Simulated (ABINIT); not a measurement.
# Quasiparticle gap of AlN (P6_3mc) in ABINIT

Wanted: ground state, empty states, screening and self-energy for AlN (P6_3mc).

Main program and level: ABINIT 10.8.3; LDA and many-body steps on it, plane waves.

The database entry behind the starting cell differs from later determinations by our own check (inner coordinate u about 0.002 short), so it need not match the best structure at ambient conditions.

## (1) Set-up

It takes space group P6_3mc (No. 186, hexagonal). Conventional cell: a = 3.113 Å, b = 3.113 Å, c = 4.981 Å, α = 90.00°, β = 90.00°, γ = 120.00°. Al has 4 N at 1.89 Å nearest. Nearest to N lie 4 Al at 1.89 Å. Farther neighbours and most contacts between anions are not listed.

Coordinates:

```cif
data_structure
_symmetry_space_group_name_H-M 'P 1'
_symmetry_Int_Tables_number 1
_cell_length_a 3.1130
_cell_length_b 3.1130
_cell_length_c 4.9810
_cell_angle_alpha 90.000
_cell_angle_beta 90.000
_cell_angle_gamma 120.000
_cell_volume 41.80
loop_
_atom_site_label
_atom_site_type_symbol
_atom_site_fract_x
_atom_site_fract_y
_atom_site_fract_z
_atom_site_occupancy
Al1 Al 0.33333 0.66667 0.00000 1
Al2 Al 0.66667 0.33333 0.50000 1
N3 N 0.33333 0.66667 0.38000 1
N4 N 0.66667 0.33333 0.88000 1
```

The cell and positions come from the Crystallography Open Database and are kept as given unless a step says otherwise.

## (2) Ground state

This step: ABINIT 10.8.3; DFT, LDA, plane waves, norm-conserving pseudopotentials.

The ground-state density comes first.

The input, run.abi:

```
acell 3*1.0 Angstrom
rprim 
  3.113000000011 -0.000000000003 0.000000000000
  -1.556500000003 2.695937081992 0.000000000000
  0.000000000000 0.000000000000 4.981000000000
ntypat 2
znucl 13 7
natom 4
typat 1 1 2 2
xred 
  0.333333333333 0.666666666667 0.000000000000
  0.666666666667 0.333333333333 0.500000000000
  0.333333333333 0.666666666667 0.380000000000
  0.666666666667 0.333333333333 0.880000000000
pp_dirpath "pseudos"
pseudos "Al.upf, N.upf"
ecut 36
ngkpt 6 6 4
nshiftk 1
shiftk 0 0 0
kptopt 1
chksymbreak 0
nband 14
occopt 1
tolvrs 1e-10
nstep 60
prtwf 0
indata_prefix "in"
outdata_prefix "out"
tmpdata_prefix "tmp"
```

Run with:

```sh
> OMP_NUM_THREADS=1 mpirun -n 4 abinit run.abi > log
```

Numbers of over 12 decimals in the logs are rounded to 6 here.

The log of the run:

```text
.Version 10.8.3 of ABINIT. v10.8.2 released Aug 2026.

 Symmetries : space group P6_3 m c (#186); Bravais hP (primitive hexag.)
================================================================================
 Values of the parameters that define the memory need of the present run
     intxc =       0    ionmov =       0      iscf =       7    lmnmax =       6
     lnmax =       6     mgfft =      54  mpssoang =       3    mqgrid =    3001
     natom =       4  nloc_mem =       1    nspden =       1   nspinor =       1
    nsppol =       1      nsym =      12    n1xccc =    2501    ntypat =       2
    occopt =       1   xclevel =       1
-    mband =          14        mffmem =           1         mkmem =           6
       mpw =        2934          nfft =       55296          nkpt =          21
================================================================================
  Rough estimation (10% accuracy) of disk space for files :
================================================================================

--------------------------------------------------------------------------------
------------- Echo of variables that govern the present computation ------------
--------------------------------------------------------------------------------
 -outvars: echo values of preprocessed input variables --------
            acell      1.8897261259E+00  1.8897261259E+00  1.8897261259E+00 Bohr

      chksymbreak           0
             ecut      3.60000000E+01 Hartree
-          fftalg         312

              ixc       -1012
              kpt      0.00000000E+00  0.00000000E+00  0.00000000E+00
                       1.66666667E-01  0.00000000E+00  0.00000000E+00
                       3.33333333E-01  0.00000000E+00  0.00000000E+00
                       5.00000000E-01  0.00000000E+00  0.00000000E+00
                       1.66666667E-01  1.66666667E-01  0.00000000E+00
                       3.33333333E-01  1.66666667E-01  0.00000000E+00
                       3.33333333E-01  3.33333333E-01  0.00000000E+00
                       0.00000000E+00  0.00000000E+00  2.50000000E-01
                       1.66666667E-01  0.00000000E+00  2.50000000E-01
   [... 10 further rows ...]
                       3.33333333E-01  1.66666667E-01  5.00000000E-01
                       3.33333333E-01  3.33333333E-01  5.00000000E-01
         kptrlatt        6    0    0      0    6    0      0    0    4
          kptrlen      3.52963046E+01
P           mkmem           6
            natom           4
            nband          14
            ngfft          32      32      54
             nkpt          21
            nstep          60
             nsym          12
           ntypat           2
              occ      2.000000  2.000000  2.000000  2.000000  2.000000  2.000000
                       2.000000  2.000000  0.000000  0.000000  0.000000  0.000000
                       0.000000  0.000000
            prtwf           0
            rprim      3.1130000000E+00 -3.0000000000E-12  0.0000000000E+00
[...]
spgroup         186

           tolvrs      1.00000000E-10

             xred      3.3333333333E-01  6.6666666667E-01  1.1102230246E-16
[...]
znucl       13.00000    7.00000

================================================================================

 chkinp: Checking input parameters for consistency.

================================================================================
== DATASET  1 ==================================================================
-   mpi_nproc: 4, omp_nthreads: 1 (-1 if OMP is not activated)

--- !DatasetInfo
iteration_state: {dtset: 1, }
dimensions: {natom: 4, nkpt: 21, mband: 14, nsppol: 1, nspinor: 1, nspden: 1, mpw: 2934, }
cutoff_energies: {ecut:  36.0, pawecutdg:  -1.0, }
electrons: {nelect:   1.60000000E+01, charge:   0.00000000E+00, occopt:   1.00000000E+00, tsmear:   1.00000000E-02, }

 Real(R)+Recip(G) space primitive vectors, cartesian coordinates (Bohr,Bohr^-1):
 R(1)=  5.8827174  0.0000000  0.0000000  G(1)=  0.1699895  0.0981435  0.0000000
 R(2)= -2.9413587  5.0945827  0.0000000  G(2)=  0.0000000  0.1962869  0.0000000
 R(3)=  0.0000000  0.0000000  9.4127258  G(3)=  0.0000000  0.0000000  0.1062392
 Unit cell volume ucvol=  2.8209931E+02 bohr^3
 Angles (23,13,12)=  9.00000000E+01  9.00000000E+01  1.20000000E+02 degrees

 getcut: wavevector=  0.0000  0.0000  0.0000  ngfft=  32  32  54
         ecut(hartree)=     36.000   => boxcut(ratio)=   2.01398

--- Pseudopotential description ------------------------------------------------
- Al Generated using ONCVPSP code by D. R. Hamann
- 13.00000   3.00000  180309                  znucl, zion, pspdat
12 -1012 2 -1 1854                            pspcod,pspxc,lmax,lloc,mmax
     nproj     2     2     2
  pspatm : epsatm=    0.57439143
         --- l  ekb(1:nproj) -->
[...]
pspatm: atomic psp has been read  and splines computed

- N Generated using ONCVPSP code by D. R. Hamann
-  7.00000   5.00000  180309                  znucl, zion, pspdat
12 -1012 1 -1 1058                            pspcod,pspxc,lmax,lloc,mmax
     nproj     2     2     0
  pspatm : epsatm=    5.30777321
         --- l  ekb(1:nproj) -->
[...]
pspatm: atomic psp has been read  and splines computed

[...]
--- !BeginCycle
iteration_state: {dtset: 1, }
solver: {iscf: 7, nstep: 60, nline: 4, wfoptalg: 0, }
tolerances: {tolvrs: 1.00E-10, }

     iter   Etot(hartree)      deltaE(h)  residm     vres2
 ETOT  1  -25.360049001870    -2.536E+01 5.573E-02 9.227E+02
 ETOT  2  -25.419467492625    -5.942E-02 1.610E-02 7.435E+02
 ETOT  3  -25.684981279308    -2.655E-01 1.357E-02 2.073E+00
 ETOT  4  -25.686120860242    -1.140E-03 7.821E-03 9.918E-02
 ETOT  5  -25.686147307159    -2.645E-05 3.235E-03 8.794E-04
 ETOT  6  -25.686147472856    -1.657E-07 2.204E-03 1.237E-04
 ETOT  7  -25.686147526854    -5.400E-08 2.652E-03 8.548E-07
 ETOT  8  -25.686147527106    -2.524E-10 2.193E-03 6.702E-08
 ETOT  9  -25.686147527133    -2.737E-11 1.592E-03 1.788E-09
 ETOT 10  -25.686147527134    -1.069E-12 1.031E-03 1.815E-11

 At SCF step   10       vres2   =  1.81E-11 < tolvrs=  1.00E-10 =>converged.

 Cartesian components of stress tensor (hartree/bohr^3)
  sigma(1 1)=  2.34144830E-04  sigma(3 2)=  0.00000000E+00
  sigma(2 2)=  2.34144830E-04  sigma(3 1)=  0.00000000E+00
  sigma(3 3)=  1.74624766E-04  sigma(2 1)=  0.00000000E+00

--- !ResultsGS
iteration_state: {dtset: 1, }
comment   : Summary of ground state results
lattice_vectors:
- [  5.8827174,  -0.0000000,   0.0000000, ]
- [ -2.9413587,   5.0945827,   0.0000000, ]
- [  0.0000000,   0.0000000,   9.4127258, ]
lattice_lengths: [   5.88272,    5.88272,    9.41273, ]
lattice_angles: [ 90.000,  90.000, 120.000, ] # degrees, (23, 13, 12)
lattice_volume:   2.8209931E+02
convergence: {deltae: -1.069E-12, res2:  1.815E-11, residm:  1.031E-03, diffor: null, }
etotal    :  -2.56861475E+01
entropy   :   0.00000000E+00
fermie    :   2.07969323E-01
cartesian_stress_tensor: # hartree/bohr^3
- [  2.34144830E-04,   0.00000000E+00,   0.00000000E+00, ]
- [  0.00000000E+00,   2.34144830E-04,   0.00000000E+00, ]
- [  0.00000000E+00,   0.00000000E+00,   1.74624766E-04, ]
pressure_GPa:  -6.3051E+00
xred      :
- [  3.3333E-01,   6.6667E-01,   1.1102E-16, Al]
- [  6.6667E-01,   3.3333E-01,   5.0000E-01, Al]
- [  3.3333E-01,   6.6667E-01,   3.8000E-01,  N]
- [  6.6667E-01,   3.3333E-01,   8.8000E-01,  N]
cartesian_forces: # hartree/bohr
- [  4.46993483E-32,  -2.58071807E-32,  -2.24347515E-03, ]
- [  4.46993483E-32,  -2.58071807E-32,  -2.24347515E-03, ]
- [  2.23496741E-31,  -9.54865688E-31,   2.24347515E-03, ]
- [ -3.12895438E-31,   1.00648005E-30,   2.24347515E-03, ]
force_length_stats: {min:   2.24347515E-03, max:   2.24347515E-03, mean:   2.24347515E-03, }

 Integrated electronic density in atomic spheres:
 ------------------------------------------------
 Atom  Sphere_radius  Integrated_density
[...]
4        2.00000          5.34572500
================================================================================

 ----iterations are completed or convergence reached----

 Mean square residual over all n,k,spin=   55.697E-07; max=  10.310E-04
 reduced coordinates (array xred) for    4 atoms
       0.333333333333      0.666666666667      0.000000000000
       0.666666666667      0.333333333333      0.500000000000
       0.333333333333      0.666666666667      0.380000000000
       0.666666666667      0.333333333333      0.880000000000
 rms dE/dt=  1.2192E-02; max dE/dt=  2.1117E-02; dE/dt below (all hartree)
    1       0.000000000000      0.000000000000      0.021117173486
    2       0.000000000000      0.000000000000      0.021117173486
    3      -0.000000000000      0.000000000000     -0.021117259447
    4       0.000000000000     -0.000000000000     -0.021117259447

 cartesian coordinates (angstrom) at end:
    1      1.67e-12     1.797291     0.000000
    2      1.556500     0.898646     2.490500
    3      1.67e-12     1.797291     1.892780
    4      1.556500     0.898646     4.383280

 cartesian forces (hartree/bohr) at end:
    1      0.000000    -0.000000    -0.00224348
    2      0.000000    -0.000000    -0.00224348
    3      0.000000    -0.000000     0.00224348
    4     -0.000000     0.000000     0.00224348
 frms,max,avg= 1.2952710E-03 2.2434751E-03   0.000E+00  0.000E+00  4.566E-09 h/b

 cartesian forces (eV/Angstrom) at end:
    1      0.000000    -0.000000    -0.115364
    2      0.000000    -0.000000    -0.115364
    3      0.000000    -0.000000     0.115364
    4     -0.000000     0.000000     0.115364
 frms,max,avg= 6.6605512E-02 1.1536413E-01   0.000E+00  0.000E+00  2.348E-07 e/A
 length scales=  1.889726125908  1.889726125908  1.889726125908 bohr
              =  1.000000000000  1.000000000000  1.000000000000 angstroms
 prteigrs : about to open file out_EIG
 Fermi (or HOMO) energy (hartree) =   0.20797   Average Vxc (hartree)=  -0.40307
 Eigenvalues (hartree) for nkpt=  21  k points:
 kpt#   1, nband= 14, wtk=  0.00694, kpt=  0.0000  0.0000  0.0000 (reduced coord)
  -0.34284   -0.26113   -0.01340    0.17723    0.17723    0.20143    0.20143    0.20797
   0.36434    0.44914    0.59278    0.61208    0.61208    0.68432
 prteigrs : prtvol=0 or 1, do not print more k-points.

--- !EnergyTerms
iteration_state     : {dtset: 1, }
comment             : Components of total free energy in Hartree
kinetic             :  1.63935807916451E+01
hartree             :  5.61716888740043E+00
xc                  : -8.49234516615847E+00
Ewald energy        : -2.17432241271520E+01
psp_core            :  6.67244707056834E-01
local_psp           : -1.66983499131039E+01
non_local_psp       : -1.43022270682249E+00
total_energy        : -2.56861475271344E+01
total_energy_eV     : -6.98955681532103E+02
band_energy         :  2.79891230043073E-01

 Cartesian components of stress tensor (hartree/bohr^3)
  sigma(1 1)=  2.34144830E-04  sigma(3 2)=  0.00000000E+00
  sigma(2 2)=  2.34144830E-04  sigma(3 1)=  0.00000000E+00
  sigma(3 3)=  1.74624766E-04  sigma(2 1)=  0.00000000E+00

-Cartesian components of stress tensor (GPa)         [Pressure= -6.3051E+00 GPa]
- sigma(1 1)=  6.88877874E+00  sigma(3 2)=  0.00000000E+00
- sigma(2 2)=  6.88877874E+00  sigma(3 1)=  0.00000000E+00
- sigma(3 3)=  5.13763798E+00  sigma(2 1)=  0.00000000E+00

== END DATASET(S) ==============================================================
================================================================================

 -outvars: echo values of variables after computation  --------
           etotal     -2.5686147527E+01
            nband          14
             nkpt          21
          spgroup         186
 [... the other variables as echoed above ...]

 Calculation completed.
```

It took 9 s on 4 MPI ranks of Arm Neoverse V1, shared host; peak memory 0.28 GiB; 36 s of CPU time.

This step gave:

```
total energy               : -698.9557 eV
gap                        : 4.255 eV
k of the valence top       : 0, 0, 0
k of the conduction bottom : 0, 0, 0
least direct gap           : 4.255 eV
pressure                   : -6.305 GPa
```

The gap is direct, at Γ.

The cutoff was set for levels, not for stress, so the pressure can be off by some GPa.

[end of part 1 of 3]

[Paths, hosts, dates, memory and timing lines, banners, echoed tables and standing remarks are left out of the program output.]

[Logs are printed without paths, hosts, clocks, repeated set-up lines and the standing remarks that a program may print on its own settings, such as how far it seeks lower states.]

[Runs of the session that timed out or met a known fault of the program may be left out.]

[Hosts, paths, dates, database ids (printed as entryN), source tags and the programs' standing remarks are cut or masked in the printed files.]

[G0W0 gaps are taken among the corrected bands and points alone; a level outside them can change the order at an edge.]

[Where Ansatz stands beside ABINIT at settings called matched, ABINIT's density can come from a denser mesh and the files from another edition; pairs whose starting gaps differed by over 0.03 eV were left out, so agreement reads better than it is.]
